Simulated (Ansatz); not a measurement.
SnS — quadrupolar parameters

The cell is a Materials Project structure (computed, not necessarily an observed phase) whose atoms were relaxed with r2SCAN, the cell held.

Space group Pnma (No. 62); a = 11.3920, b = 3.9569, c = 4.5328 Å.

```csv
site,Wyckoff,site symmetry,x,y,z
Sn,4c,.m.,0.6215,0.2500,0.3668
S,4c,.m.,0.3479,0.2500,0.0117
```

One atom of each set is listed.

Level of theory: DFT, r2SCAN, plane waves and PAW, scalar-relativistic, 500 eV cutoff, Γ-centred 3×8×7 k-points, Fermi–Dirac smearing 0.01 eV (Ansatz 0.2.0).

Conventions: |V_zz| ≥ |V_yy| ≥ |V_xx|, η = (V_xx − V_yy)/V_zz, C_Q = eQV_zz/h.

33S: I = 3/2, Q = -69.40 mb. Quadrupole moments are those of Pyykkö's year-2017 table.

| site | atoms | first shell | V_zz (10²¹ V/m²) | η | C_Q (MHz) |
| --- | --- | --- | --- | --- | --- |
| Sn | 4 | 3 S at 2.64 Å | -13.59 | 0.33 | – |
| S | 4 | 3 Sn at 2.64 Å | -4.48 | 0.01 | 7.52 |

At Sn and S V_zz stands upright on the plane through its three neighbours (within 10°) in each case.

Sn has no stable isotope with a ground-state quadrupole moment in the table, so no C_Q is given.

Without spin–orbit coupling (the program notes it for Sn) the gradients are little affected as a rule: paired runs on crystals with a gap mostly move them by under 2 % at such atoms. With these PAW files V_zz is typically within 2 to 3 % of all-electron values, but misses above 10 % occur on Sn.
